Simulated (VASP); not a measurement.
# Ga2O3 (C2/m) in VASP: notebook

Runs on Ga2O3. Level: PBE. Tasks: single point, relaxation of cell and atoms.

All numbers are computed with VASP 6.6.1; they aren't measurements. Logs are shortened: lines on timing, memory, paths and dates and some standing lists are left out, and cuts for length are marked.

## (1) The crystal as given

It takes space group C2/m (No. 12, monoclinic). The conventional cell has a = 12.214 Å, b = 3.037 Å, c = 5.798 Å, α = 90.00°, β = 103.83°, γ = 90.00°. Around Ga (site symmetry m) lie 6 O at 1.94 to 2.07 Å. Ga (site symmetry m) has 4 O at 1.83 to 1.86 Å as nearest neighbours. O (site symmetry m) has 3 Ga at 1.83 to 1.94 Å as nearest neighbours. Around O (site symmetry m) lie 4 Ga at 1.86 to 2.07 Å. O (site symmetry m) is surrounded by 3 Ga at 1.83 to 1.94 Å.

## (2) Single point, PBE

INCAR

```
SYSTEM = Ga2O3
PREC = Accurate ; ENCUT = 520
EDIFF = 1E-6 ; ISMEAR = 0
SIGMA = 0.015 ; LREAL = .FALSE.
LASPH = .TRUE. ; NELM = 80
ALGO = Normal ; ISIF = 2
LWAVE = .FALSE. ; LCHARG = .FALSE.
GGA = PE
```

KPOINTS

```
Automatic mesh
0
G
  9 9 5
  0 0 0
```

POSCAR

```
Ga2O3
1.0
    6.1070000000     -1.5185500000      0.0000000000
    6.1070000000      1.5185500000      0.0000000000
   -1.3859888959      0.0000000000      5.6300087380
Ga O
4 6
Direct
    0.3413400000      0.3413400000      0.6859800000
    0.6586600000      0.6586600000      0.3140200000
    0.9095000000      0.9095000000      0.2054000000
    0.0905000000      0.0905000000      0.7946000000
    0.5041000000      0.5041000000      0.7434000000
    0.4959000000      0.4959000000      0.2566000000
    0.8267000000      0.8267000000      0.4368000000
    0.1733000000      0.1733000000      0.5632000000
    0.8355000000      0.8355000000      0.8902000000
    0.1645000000      0.1645000000      0.1098000000
```

Potentials or basis: VASP PAW PBE potentials, release 64 (Ga_d, O).

Started as:

```console
cat potpaw_PBE.64/Ga_d/POTCAR potpaw_PBE.64/O/POTCAR > POTCAR
mpirun -np 1 vasp_std > vasp.out
```

OUTCAR:

```text
SYSTEM = Ga2O3
   PREC = Accurate
   ENCUT = 520
   EDIFF = 1E-6
   ISMEAR = 0
   LREAL = .FALSE.
   LASPH = .TRUE.
   NELM = 80
   ISIF = 2
   GGA = PE

 ion  position               nearest neighbor table
   1  0.341  0.341  0.686-   5 1.94   9 1.94   9 1.94   8 2.01   7 2.07   7 2.07
   2  0.659  0.659  0.314-   6 1.94  10 1.94  10 1.94   7 2.01   8 2.07   8 2.07
   3  0.910  0.910  0.205-   6 1.83   6 1.83   9 1.83   7 1.86
   4  0.090  0.090  0.795-   5 1.83   5 1.83  10 1.83   8 1.86
   5  0.504  0.504  0.743-   4 1.83   4 1.83   1 1.94
   6  0.496  0.496  0.257-   3 1.83   3 1.83   2 1.94
   7  0.827  0.827  0.437-   3 1.86   2 2.01   1 2.07   1 2.07
   8  0.173  0.173  0.563-   4 1.86   1 2.01   2 2.07   2 2.07
   9  0.836  0.836  0.890-   3 1.83   1 1.94   1 1.94
  10  0.164  0.164  0.110-   4 1.83   2 1.94   2 1.94

  LATTYP: Found a base centered monoclinic cell.
 ALAT       =    12.2140000000
 B/A-ratio  =     0.2486572785
 C/A-ratio  =     0.4747093499
 COS(beta)  =    -0.2390419096

  Lattice vectors:

 A1 = (   6.1070000000,  -1.5185500000,   0.0000000000)
 A2 = (   6.1070000000,   1.5185500000,   0.0000000000)
 A3 = (  -1.3859888959,   0.0000000000,   5.6300087380)

Analysis of symmetry for initial positions (statically):
=====================================================================
 Subroutine PRICEL returns:
 Original cell was already a primitive cell.

 Routine SETGRP: Setting up the symmetry group for a
 base centered monoclinic supercell.

 Subroutine GETGRP returns: Found  4 space group operations
 (whereof  4 operations were pure point group operations)
 out of a pool of  4 trial point group operations.

The static configuration has the point symmetry C_2h.

Analysis of symmetry for dynamics (positions and initial velocities):
=====================================================================
 Subroutine PRICEL returns:
 Original cell was already a primitive cell.

 Routine SETGRP: Setting up the symmetry group for a
 base centered monoclinic supercell.

 Subroutine GETGRP returns: Found  4 space group operations
 (whereof  4 operations were pure point group operations)
 out of a pool of  4 trial point group operations.

The dynamic configuration has the point symmetry C_2h.

 Subroutine INISYM returns: Found  4 space group operations
 (whereof  4 operations are pure point group operations),
 and found     1 'primitive' translations

----------------------------------------------------------------------------------------

                                     Primitive cell

  volume of cell :     104.4230

  direct lattice vectors                    reciprocal lattice vectors
     6.107000000 -1.518550000  0.000000000     0.081873260 -0.329261467  0.020155462
     6.107000000  1.518550000  0.000000000     0.081873260  0.329261467  0.020155462
    -1.385988896  0.000000000  5.630008738     0.000000000  0.000000000  0.177619618

  length of vectors
     6.292967750  6.292967750  5.798100000     0.339886138  0.339886138  0.177619618

  position of ions in fractional coordinates (direct lattice)
     0.341340000  0.341340000  0.685980000
     0.658660000  0.658660000  0.314020000
     0.909500000  0.909500000  0.205400000
     0.090500000  0.090500000  0.794600000
     0.504100000  0.504100000  0.743400000
     0.495900000  0.495900000  0.256600000
     0.826700000  0.826700000  0.436800000
     0.173300000  0.173300000  0.563200000
     0.835500000  0.835500000  0.890200000
     0.164500000  0.164500000  0.109800000

  ion indices of the primitive-cell ions
   primitive index   ion index
                 1           1
                 2           2
                 3           3
                 4           4
                 5           5
                 6           6
                 7           7
                 8           8
                 9           9
                10          10

----------------------------------------------------------------------------------------

 KPOINTS: Automatic mesh

Automatic generation of k-mesh.
 Grid dimensions read from file:
 generate k-points for:    9    9    5

 Generating k-lattice:

  Cartesian coordinates                     Fractional coordinates (reciprocal lattice)
     0.009097029 -0.036584607  0.002239496     0.111111111  0.000000000  0.000000000
     0.009097029  0.036584607  0.002239496     0.000000000  0.111111111  0.000000000
     0.000000000  0.000000000  0.035523924     0.000000000  0.000000000  0.200000000

  Length of vectors
     0.037765126  0.037765126  0.035523924

  Shift w.r.t. Gamma in fractional coordinates (k-lattice)
     0.000000000  0.000000000  0.000000000

 Subroutine IBZKPT returns following result:
 ===========================================

 Found    115 irreducible k-points:

 Following reciprocal coordinates:
            Coordinates               Weight
  0.000000  0.000000  0.000000      1.000000
  0.111111  0.000000  0.000000      4.000000
  0.222222 -0.000000  0.000000      4.000000
  0.333333 -0.000000  0.000000      4.000000
  0.444444 -0.000000  0.000000      4.000000
  0.111111  0.111111  0.000000      2.000000
[... 16 lines left out ...]
 -0.333333  0.333333  0.000000      2.000000
  0.444444  0.444444  0.000000      2.000000
 [... further k-points ...]
   k-points           NKPTS =    115   k-points in BZ     NKDIM =    115   number of bands    NBANDS=     52
   number of dos      NEDOS =    301   number of ions     NIONS =     10
   total plane-waves  NPLWV = 110592
   dimension x,y,z NGX =    48 NGY =   48 NGZ =   48
   dimension x,y,z NGXF=    96 NGYF=   96 NGZF=   96
   ions per type =               4   6
   NGX,Y,Z   is equivalent  to a cutoff of  12.68, 12.68, 13.76 a.u.
   NGXF,Y,Z  is equivalent  to a cutoff of  25.36, 25.36, 27.53 a.u.
 SYSTEM =  Ga2O3
   PREC   = accura    normal or accurate (medium, high low for compatibility)
   ISTART =      0    job   : 0-new  1-cont  2-samecut
   ICHARG =      2    charge: 1-file 2-atom 10-const
   ISPIN  =      1    spin polarized calculation?
   LNONCOLLINEAR =      F non collinear calculations
   LSORBIT =      F    spin-orbit coupling
   LASPH  =      T    aspherical Exc in radial PAW
   ENCUT  =  520.0 eV  38.22 Ry    6.18 a.u.  11.70 11.70 10.78*2*pi/ulx,y,z
   NELM   =     80;   NELMIN=  2; NELMDL= -5     # of ELM steps
   EDIFF  = 0.1E-05   stopping-criterion for ELM
   LREAL  =      F    real-space projection
   EDIFFG = 0.1E-04   stopping-criterion for IOM
   NSW    =      0    number of steps for IOM
   IBRION =     -1    ionic relax: 0-MD 1-quasi-New 2-CG
   NFREE  =      0    steps in history (QN), initial steepest desc. (CG)
   ISIF   =      2    stress and relaxation
   ISYM   =      2    0-nonsym 1-usesym 2-fastsym
   POTIM  = 0.5000    time-step for ionic-motion
   TEBEG  =    0.0;   TEEND  =   0.0 temperature during run
   PSTRESS=    0.0 pullay stress
   NELECT =      88.0000    total number of electrons
   NUPDOWN=      -1.0000    fix difference up-down
   EMIN   =  10.00;   EMAX   =-10.00  energy-range for DOS
   EFERMI =   0.00;   METHOD = LEGACY
   ISMEAR =     0;   SIGMA  =   0.01  broadening in eV -4-tet -1-fermi 0-gaus
   EFERMI_NEDOS =   21; number of points for ismear=-14 and -15
   IALGO  =     38    algorithm
   IMIX   =      4    mixing-type and parameters
     AMIX     =   0.40;   BMIX     =  1.00
     AMIX_MAG =   1.60;   BMIX_MAG =  1.00
  volume/ion in A,a.u.               =      10.44        70.47
  Fermi-wavevector in a.u.,A,eV,Ry     =   1.546335  2.922150 32.533613  2.391153
  Thomas-Fermi vector in A             =   2.651586
   LORBIT       =      0    0 simple, 1 ext, 2 COOP (PROOUT), +10 PAW based schemes
   GGA     = PE    functional components
   LHFCALC =     F    Hartree Fock is set to
   AEXX    =    0.0000 exact exchange contribution
   IVDW    =     0    specifies the selected vdW correction
   LEPSILON=     F    determine dielectric tensor
   LRPA    =     F    only Hartree local field effects (RPA)
 non-spin polarized calculation
 Gauss-broadening in eV      SIGMA  =   0.01
  energy-cutoff  :      520.00
  volume of cell :      104.42
 maximum number of plane-waves:      2841
   NGX = 23   NGY = 23   NGZ = 21

 number of electron      88.0000020 magnetization

 Free energy of the ion-electron system (eV)
  ---------------------------------------------------
  ext. energy  EPLUGINS =         0.00000000
  ---------------------------------------------------
  free energy    TOTEN  =       -59.50437756 eV

  energy without entropy =      -59.50437756  energy(sigma->0) =      -59.50437756

 E-fermi :   3.9935     XC(G=0): -11.6435

 val. band max:        3.8970623618   @ k =  -0.4444   0.4444   0.4000
 cond. band min:       6.3200075566   @ k =   0.0000   0.0000   0.0000
 fundamental gap:      2.4229451948
 Fermi energy:         3.9934611092

 k-point     1 :       0.0000    0.0000    0.0000
  band No.  band energies     occupation
      1     -15.0580      2.00000
      2     -13.8908      2.00000
      3     -13.8566      2.00000
      4     -13.7346      2.00000
      5     -13.2620      2.00000
      6     -13.2473      2.00000
[... 44 lines left out ...]
     51      13.3128      0.00000
     52      13.3883      0.00000

 k-point     2 :       0.1111    0.0000    0.0000
  band No.  band energies     occupation
      1     -14.9613      2.00000
      2     -13.8641      2.00000
      3     -13.8491      2.00000
      4     -13.6669      2.00000
      5     -13.2644      2.00000
      6     -13.2476      2.00000
[... 44 lines left out ...]
     51      13.3322      0.00000
     52      13.7117      0.00000

 k-point     3 :       0.2222   -0.0000    0.0000
  band No.  band energies     occupation
      1     -14.6935      2.00000
      2     -13.8279      2.00000
      3     -13.7562      2.00000
      4     -13.5535      2.00000
      5     -13.2674      2.00000
      6     -13.2484      2.00000
[... 44 lines left out ...]
     51      13.5723      0.00000
     52      14.2769      0.00000
[... 1046 lines left out ...]
 k-point    23 :      -0.3333    0.3333    0.0000
  band No.  band energies     occupation
      1     -14.0901      2.00000
      2     -14.0611      2.00000
      3     -13.6196      2.00000
      4     -13.5031      2.00000
      5     -13.2467      2.00000
      6     -13.2461      2.00000
[... 44 lines left out ...]
     51      13.5845      0.00000
     52      14.2004      0.00000

 k-point    24 :       0.4444    0.4444    0.0000
  band No.  band energies     occupation
      1     -14.7324      2.00000
      2     -14.5038      2.00000
      3     -13.8698      2.00000
      4     -13.4620      2.00000
      5     -13.2703      2.00000
      6     -13.2518      2.00000
[... 44 lines left out ...]
     51      13.1529      0.00000
     52      13.5238      0.00000

 [... further k-points ...]

------------------------ aborting loop because EDIFF is reached ----------------------------------------

  FORCE on cell =-STRESS in cart. coord.  units (eV):
  Direction    XX          YY          ZZ          XY          YZ          ZX
  --------------------------------------------------------------------------------------
  -------------------------------------------------------------------------------------
  Total        6.4859357      7.1544756      6.3080422      0.0000000      0.0000000      0.1115318
  in kB       99.5146782    109.7721849     96.7852318      0.0000000      0.0000000      1.7112488
  external PRESSURE =     102.0240316 kB  Pullay stress =       0.0000000 kB

 VOLUME and BASIS-vectors are now :
 -----------------------------------------------------------------------------
  energy-cutoff  :      520.00
  volume of cell :      104.42
      direct lattice vectors                 reciprocal lattice vectors
     6.107000000 -1.518550000  0.000000000     0.081873260 -0.329261467  0.020155462
     6.107000000  1.518550000  0.000000000     0.081873260  0.329261467  0.020155462
    -1.385988896  0.000000000  5.630008738     0.000000000  0.000000000  0.177619618

 POSITION                                       TOTAL-FORCE (eV/Angst)
 -----------------------------------------------------------------------------------
      3.21837      0.00000      3.86207         0.032618      0.000000     -0.058856
      7.60965      0.00000      1.76794        -0.032618      0.000000      0.058856
     10.82395      0.00000      1.15640        -0.108919      0.000000     -0.068889
      0.00406      0.00000      4.47360         0.108919      0.000000      0.068889
      5.12673      0.00000      4.18535        -0.164201      0.000000     -0.056635
      5.70128      0.00000      1.44466         0.164201      0.000000      0.056635
      9.49191      0.00000      2.45919         0.032405      0.000000      0.048549
      1.33610      0.00000      3.17082        -0.032405      0.000000     -0.048549
      8.97099      0.00000      5.01183        -0.223493      0.000000      0.099569
      1.85702      0.00000      0.61817         0.223493      0.000000     -0.099569
 -----------------------------------------------------------------------------------
    total drift:                                0.000000      0.000000      0.000000

  FREE ENERGIE OF THE ION-ELECTRON SYSTEM (eV)
  ---------------------------------------------------
  free  energy   TOTEN  =       -59.5043775646 eV

  energy  without entropy=      -59.5043775646  energy(sigma->0) =      -59.50437756
```

Wall time 13 min (1 thread of Intel Xeon Platinum 8488C (Sapphire Rapids), shared host); peak memory 0.62 GiB.

Results:

- Free energy: -59.5044 eV
- Pressure: 10.2 GPa
- Largest force: 0.245 eV/Å
- Band gap on the k mesh: 2.42 eV, indirect (least direct gap 2.44 eV)

Forces on the atoms (eV/Å):
```
Ga   0.033  0.000 -0.059
Ga  -0.033  0.000  0.059
Ga  -0.109  0.000 -0.069
Ga   0.109  0.000  0.069
O   -0.164  0.000 -0.057
O    0.164  0.000  0.057
O    0.032  0.000  0.049
O   -0.032  0.000 -0.049
O   -0.223  0.000  0.100
O    0.223  0.000 -0.100
```

Stress tensor (GPa, compression positive):
```
 9.95  0.00  0.17
 0.00 10.98  0.00
 0.17  0.00  9.68
```

Levels at points of the mesh, in eV from the valence-band top:
| k point | band 42 | band 43 | band 44 | band 45 | band 46 | band 47 |
| --- | --- | --- | --- | --- | --- | --- |
| (0.00, 0.00, 0.00) | -0.47 | -0.28 | -0.02 | 2.42 | 5.73 | 6.76 |

Caveat: an odd mesh through Γ misses points on the zone boundary, where band edges often lie. PBE gaps usually lie below the measured ones, often by a third to a half.

## (3) Relaxation of cell and atoms, PBE

INCAR

```
PREC = Accurate
ENCUT = 580
EDIFF = 1E-6
ISMEAR = -1
SIGMA = 0.05
LREAL = False
LASPH = True
NELM = 80
ALGO = Normal
ISIF = 3
LWAVE = False
LCHARG = False
GGA = PE
IBRION = 2
NSW = 60
EDIFFG = -0.01
```

KPOINTS

```
Automatic mesh
0
Gamma
  9 9 5
```

POSCAR is that of step 2.

Potentials or basis: VASP PAW PBE potentials, release 64 (Ga, O).

Started as:

```console
cat potpaw_PBE.64/Ga/POTCAR potpaw_PBE.64/O/POTCAR > POTCAR
mpirun -np 1 vasp_std > vasp.out
```

Wall time 39 min (1 thread of Intel Xeon Platinum 8488C (Sapphire Rapids), shared host); peak memory 0.57 GiB.

Results (log left out):

* Free energy: -60.1028 eV
* Relaxed volume: 11.14 Å³/atom
* Relaxed cell: a = 6.446 Å, b = 6.446 Å, c = 5.914 Å, α = 103.33°, β = 103.33°, γ = 27.82°
* Space group after relaxing (to 0.05 Å): C2/m (No. 12)
* Energy gained by relaxing: 33.3 meV/atom
* Ionic steps: 13
* Pressure after relaxing: 0.0 GPa
* Largest force after relaxing: 0.010 eV/Å
* Band gap on the k mesh: 1.83 eV, indirect (least direct gap 1.87 eV)

Forces in eV/Å, atoms in the order of the input:
```
Ga  -0.007  0.000  0.002
Ga   0.007  0.000 -0.002
Ga  -0.002  0.000 -0.010
Ga   0.002  0.000  0.010
O    0.001  0.000  0.001
O   -0.001  0.000 -0.001
O    0.003  0.000 -0.003
O   -0.003  0.000  0.003
O    0.002  0.000 -0.009
O   -0.002  0.000  0.009
```

Step by step:
| step | energy change (eV) | largest force (eV/Å) | pressure (GPa) | volume (Å³) |
| --- | --- | --- | --- | --- |
| 1 | 0.0000 | 0.6004 | 15.35 | 104.42 |
| 2 | 0.0958 | 0.8079 | -13.03 | 120.28 |
| 3 | -0.3293 | 0.1821 | -0.11 | 111.40 |
| 4 | -0.3294 | 0.1696 | 0.14 | 111.25 |
| 5 | -0.3317 | 0.1156 | 0.00 | 111.44 |
| 6 | -0.3322 | 0.0393 | 0.04 | 111.39 |
| 7 | -0.3327 | 0.0307 | -0.05 | 111.45 |
| 8 | -0.3327 | 0.0325 | -0.05 | 111.45 |
| 9 | -0.3328 | 0.0228 | -0.01 | 111.42 |
| 10 | -0.3329 | 0.0241 | 0.04 | 111.39 |
| 11 | -0.3330 | 0.0127 | -0.01 | 111.41 |
| 12 | -0.3330 | 0.0127 | -0.01 | 111.41 |
| 13 | -0.3330 | 0.0098 | 0.00 | 111.41 |

Final structure:
```yaml
crystal:
  lattice:
    - [6.25686, -1.54969, 0.00825]
    - [6.25686, 1.54969, 0.00825]
    - [-1.41241, 0.00000, 5.74292]
  atoms:
    - { symbol: Ga, position: [0.34105, 0.34105, 0.68391] }
    - { symbol: Ga, position: [0.65895, 0.65895, 0.31609] }
    - { symbol: Ga, position: [0.90928, 0.90928, 0.20443] }
    - { symbol: Ga, position: [0.09072, 0.09072, 0.79557] }
    - { symbol: O, position: [0.50338, 0.50338, 0.74339] }
    - { symbol: O, position: [0.49662, 0.49662, 0.25661] }
    - { symbol: O, position: [0.82638, 0.82638, 0.43838] }
    - { symbol: O, position: [0.17362, 0.17362, 0.56162] }
    - { symbol: O, position: [0.83429, 0.83429, 0.88894] }
    - { symbol: O, position: [0.16571, 0.16571, 0.11106] }
```

Levels at points of the mesh, in eV from the valence-band top:
| k point | band 21 | band 22 | band 23 | band 24 | band 25 | band 26 | band 27 | band 28 |
| --- | --- | --- | --- | --- | --- | --- | --- | --- |
| (0.00, 0.00, 0.00) | -0.77 | -0.49 | -0.32 | -0.04 | 1.83 | 5.12 | 6.15 | 6.36 |

Caveat: an odd mesh through Γ misses points on the zone boundary, where band edges often lie.

(Continued in part 2 of 2.)
